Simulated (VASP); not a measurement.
**Ru: single point with PBE**

Crystal: Ru.

```
Ru
1.0
     3.75225    0.00000    0.00000
    -1.87613    3.24955    0.00000
     0.00000    0.00000    3.19851
Ru
3
Direct
  0.33333 0.66667 0.50000
  0.00000 0.00000 0.00000
  0.66667 0.33333 0.50000
```

The cell was built by a generator and needn't be a form met in nature.

- Program: VASP 6.6.1
- Task: single point
- Functional: PBE
- Potentials or basis: VASP PAW PBE potentials, release 64 (Ru_pv)
- Cutoff: 520 eV
- k mesh: 6 × 6 × 6
- Occupations: gaussian, width 0.1 eV
- Spin: no spin polarisation
- Dipole correction: no
- Further INCAR settings: ALGO = Fast; EDIFF = 1e-06; NBANDS = 28

```
Pressure               : 70.8 GPa
Band gap on the k mesh : none (metal or under the smearing width)
```

Stress tensor (GPa, compression positive):
```
102.74   0.00   0.00
  0.00 102.74   0.00
  0.00   0.00   7.04
```

Levels at points of the mesh, in eV from the Fermi level:
```tsv
k point	band 18	band 19	band 20	band 21	band 22	band 23	band 24	band 25
(0.00, 0.00, 0.00)	-3.32	-3.32	-2.28	-2.28	-1.57	-1.02	2.25	2.25
(0.50, 0.00, 0.00)	-3.30	-2.37	-0.55	0.49	0.66	0.67	1.27	2.06
(0.00, 0.00, 0.50)	-1.08	-1.08	-0.28	0.66	0.66	0.73	1.17	1.55
(0.50, 0.00, 0.50)	-2.14	-1.92	-1.14	-0.35	0.89	1.69	1.85	1.99
```

Run time: 20 s on 1 thread of Intel(R) Xeon(R) Platinum 8488C (Sapphire Rapids) (shared host), peak memory 0.15 GiB.

Caveat: a pressure of tens of GPa on the cell as given is suspect, and the run, the potentials or the cell itself is likely at fault.
